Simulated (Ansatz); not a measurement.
MgS (F-43m) from a database structure, relaxed with r2SCAN, was run in Ansatz under altered settings. All numbers are computed, without spin polarisation but where a row says otherwise.

```xyz
2
Lattice="0.0000 2.8309 2.8309 2.8309 0.0000 2.8309 2.8309 2.8309 0.0000" Properties=species:S:1:pos:R:3 pbc="T T T"
Mg    0.0000    0.0000    0.0000
S     4.2463    4.2463    4.2463
```

The base run's other keys:
```yaml
kpoints:
  mp_grid: { grid: [4, 4, 4] }
hamiltonian:
  xc: hse06
scf:
  occupations: { method: fixed }
  n_extra_bands: 4
```

It takes 10 iterations with 893 plane waves at 420 eV and 8 k points, and leaves a mean stress of +0.12 GPa. The gap over this mesh is 4.534 eV. It ran on 4 threads of Intel(R) Xeon(R) Platinum 8488C (Sapphire Rapids), with other jobs on the host.

Outcomes, with energy and stress as changes against the base:

| setting | outcome | ΔF (meV/atom) | Δ mean stress (GPa) | gap on the mesh (eV) | iterations | wall time |
| --- | --- | --- | --- | --- | --- | --- |
| PBE hybrid, exx coeff 0.1, omega 0.1 1/Å | converged | – | +0.6 | 4.012 | 10 | 4.3 s |
| PBE hybrid, exx coeff 0.3, omega 0.1 1/Å | converged | – | -0.3 | 5.147 | 12 | 5 s |
| scf.occupations: methfessel_paxton 0.2 | converged | 0.0 | 0.0 | 4.534 | 11 | 4.7 s |

A dash marks a value that wasn't obtained or can't be compared. Stress is positive in compression. The base took 4.8 s.

- PBE hybrid, exx coeff 0.1, omega 0.1 1/Å. That is 10 % exact exchange, screened with ω = 0.1 1/Å, against HSE06's 25 % screened at 0.208 1/Å. The mean stress moves by +0.6 GPa and the gap on the mesh by -0.522 eV (to 4.012). Totals of different functionals aren't comparable. The program warns that on this mesh the truncation of the exchange isn't bounded, so part of the change can be an error of the mesh.
- PBE hybrid, exx coeff 0.3, omega 0.1 1/Å. That is 30 % exact exchange, screened with ω = 0.1 1/Å, against HSE06's 25 % screened at 0.208 1/Å. The mean stress moves by -0.3 GPa and the gap on the mesh by +0.613 eV (to 5.147). Totals of different functionals aren't comparable. The program warns that on this mesh the truncation of the exchange isn't bounded, so part of the change can be an error of the mesh.

Within 1 meV an atom, 0.1 GPa and 0.005 eV of the base stay: scf.occupations: methfessel_paxton 0.2.

The stress of a hybrid is loosely converged in these runs.

The meshes of the hybrids are coarse, so their gaps aren't converged to the digits shown.
